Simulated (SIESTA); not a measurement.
MnO, 2 atoms in the cell. It takes space group Fm-3m (No. 225, cubic). The conventional cell has a = 4.448 Å, b = 4.448 Å, c = 4.448 Å, α = 90.00°, β = 90.00°, γ = 90.00°. Around Mn (site symmetry m-3m) lie 6 O at 2.22 Å. O (site symmetry m-3m) has 6 Mn at 2.22 Å as nearest neighbours. The cell is a database's computed one.

```yaml
Program: SIESTA 5.4.2
Task: relaxation of cell and atoms
Functional: RPBE
Potentials_or_basis: PseudoDojo 0.4 standard (PBE files)
Basis: DZP (energy shift 0.003 Ry; two zetas on semicore shells)
Grid_cutoff: 800 Ry
Energy_shift: 0.003 Ry
k_mesh: 7 × 7 × 7
Occupations: fermi-dirac, width 0.05 eV
Spin: collinear spin, ferromagnetic start
Starting_moments: "[4.0, 0.0] μB"
optimiser: Broyden
force_tolerance: 0.04 eV/Å
```

Potentials or basis: PseudoDojo 0.4 standard (PBE files), DZP (energy shift 0.003 Ry; two zetas on semicore shells).

The run is started by

```bash
$ siesta < MnO.fdf > MnO.out 2>&1
```

Hardware: 1 thread of Intel(R) Xeon(R) 6975P-C (Granite Rapids) (shared host).

**Question.** How long does it take, and how much memory?

**Answer.** Run time: 4.2 min on 1 thread of Intel(R) Xeon(R) 6975P-C (Granite Rapids) (shared host), peak memory 0.32 GiB. Counts: scf iterations 67, k points 172, bands 36, ion steps 7.
